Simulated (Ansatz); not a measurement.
System: TlCl (CsCl type), 2 atoms in the cell.

```
CELL_PARAMETERS angstrom
3.90000 0.00000 0.00000
0.00000 3.90000 0.00000
0.00000 0.00000 3.90000
ATOMIC_POSITIONS crystal
Tl 0.00000 0.00000 0.00000
Cl 0.50000 0.50000 0.50000
```

Code and potentials: Ansatz PAW hard set, 700 eV. Settings of the plain PBE run: k-mesh 6×6×6 Γ-centred; Fermi–Dirac smearing of 0.02 eV; no spin polarisation; no spin–orbit coupling.

One run gave:

* Pressure: 0.00 GPa
* Gap on the mesh: 2.20 eV

Q: Which level of theory was it?
A. r²SCAN
B. PBE
C. PBE with spin–orbit coupling

A: B. All runs:

```csv
level,pressure (GPa),gap (eV)
PBE,0.00,2.20
PBE with spin–orbit coupling,-0.15,1.80
r²SCAN,-1.19,2.63
```

The stress includes the program's correction for the finite plane-wave basis.

A gap read on the mesh is an upper bound of this method's gap, since the mesh can miss a band edge. Potentials made with PBE were used with another functional (at least in: Ansatz PAW hard set, 700 eV (r²SCAN)). Semilocal functionals give gaps that mostly lie well below measured ones.
